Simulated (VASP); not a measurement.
The system is Ge.

```
Ge
1.0
    -2.57449    2.57449    1.39741
     2.57449   -2.57449    1.39741
     2.57449    2.57449   -1.39741
Ge
2
Cartesian
  0.0000 0.0000 1.3974
  2.5745 0.0000 0.6987
```

This isn't the form of Ge at room conditions, which is diamond.

```yaml
Program: VASP 6.6.1
Task: single point
Functional: PBE
Potentials_or_basis: VASP PAW PBE potentials, release 64 (Ge_d)
Cutoff: 900 eV
k_mesh: 13 × 13 × 13
Occupations: gaussian, width 0.05 eV
Spin: no spin polarisation
```

On this cell: pressure 3.1 GPa; largest force under 0.003 eV/Å; band gap on the k mesh none (metal or under the smearing width).

The same run follows on a disturbed copy (grid = ENCUT=900 k=13x13x13 ISMEAR=0 SIGMA=0.05 PREC=Accurate EDIFF=1e-08 LREAL=False ADDGRID=False LASPH=True; atoms moved at random, drawn with an rms of 0.1 Å):

```xyz
2
Lattice="-2.5745 2.5745 1.3974 2.5745 -2.5745 1.3974 2.5745 2.5745 -1.3974" Properties=species:S:1:pos:R:3 pbc="T T T"
Ge   -0.0004    0.0215    1.4271
Ge    2.6282    0.0749    0.6869
```

**Question.** What does the disturbed cell give?

**Answer.** The energy (extrapolated to zero smearing) moves by +6.2 meV/atom; pressure 3.3 GPa; largest force 0.319 eV/Å; band gap on the k mesh none (metal or under the smearing width).

Forces on the atoms (eV/Å):
```
Ge   0.208  0.240 -0.025
Ge  -0.208 -0.240  0.025
```

Stress tensor (GPa, compression positive):
```
 2.42  0.00  0.23
 0.00  3.41 -0.23
 0.23 -0.23  4.12
```
